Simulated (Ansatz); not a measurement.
# BaSnO3 under a change: holes 7.0×10^21 cm⁻³

Base system: BaSnO$_{3}$ in the cubic perovskite structure (space group Pm-3m, No. 221; a = 4.1313 Å).

Now apply this change: hole doping at 7.0×10^21 cm⁻³ (0.494 per cell), with a uniform compensating background at fixed cell and a 300 K Fermi–Dirac width.

All numbers come from r2SCAN (Ansatz, an electronic-structure program; PAW; 500 eV plane waves; spin-orbit coupling left out). Γ-centred 11×11×11 mesh, Fermi–Dirac width 0.0259 eV.

```csv
quantity,base,changed,shift
gap between the host's bands,1.56 eV,1.81 eV,+0.241 eV
gap character,"indirect, R → Γ","indirect, R → Γ",–
Fermi level relative to the doped band's edge (positive inside the band; to 0.05 eV),–,+0.20 eV,–
```

Final structure:

```yaml
crystal:
  lattice:
    - [4.13132, 0.00000, 0.00000]
    - [0.00000, 4.13132, 0.00000]
    - [0.00000, 0.00000, 4.13132]
  atoms:
    - { symbol: Ba, position: [0.00000, 0.00000, 0.00000] }
    - { symbol: Sn, position: [0.50000, 0.50000, 0.50000] }
    - { symbol: O, position: [0.00000, 0.50000, 0.50000] }
    - { symbol: O, position: [0.50000, 0.50000, 0.00000] }
    - { symbol: O, position: [0.50000, 0.00000, 0.50000] }
```
Cell charge +0.493588.

Carriers are added with a uniform compensating background; total energy and stress of such cells depend on the potential's zero and are not compared; many-body gap narrowing is missing at this level. Stability against distortions was not tested.
